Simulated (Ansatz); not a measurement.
Input of an Ansatz 0.2.0 run:

File input.yaml:

```yaml
crystal:
  lattice:
    - [0.0, 1.737572933, 1.737572933]
    - [1.737572933, 0.0, 1.737572933]
    - [1.737572933, 1.737572933, 0.0]
  atoms:
    - { symbol: Ni, position: [0.0, 0.0, 0.0], spin: 1.0 }
hamiltonian:
  xc: pbe
  pseudopotentials: { kind: paw, source: ansatz }
magnetization:
  spin_polarized: true
kpoints:
  mp_grid: { grid: [13, 13, 13] }
  band_path:
    path:
      - [[0.0, 0.0, 0.0], [0.5, 0.0, 0.5], [0.5, 0.25, 0.75], [0.375, 0.375, 0.75], [0.0, 0.0, 0.0], [0.5, 0.5, 0.5], [0.625, 0.25, 0.625], [0.5, 0.25, 0.75], [0.5, 0.5, 0.5], [0.375, 0.375, 0.75]]
      - [[0.625, 0.25, 0.625], [0.5, 0.0, 0.5]]
    npoints: 14
scf:
  occupations: { method: fermi_dirac, width: 0.05 }
  n_extra_bands: 6
output:
  forces: true
  stress: true
  eigenvalues: true
  fatbands: false
```

Potentials or basis: Ansatz PAW earlier set.

The run is started by

```console
$ ansatz run input.yaml --threads 2 --pin off --max-ram 5632MiB --backend cpu --events-out ev --progress --plain --runs-dir out
```

(1) Estimate the pressure.

(2) Predict the band gap on the k mesh.

(3) Predict the site moments.

## Answers

(1) 8.1 GPa.

(2) none (metal or under the smearing width).

(3) Ni +0.67 μB.
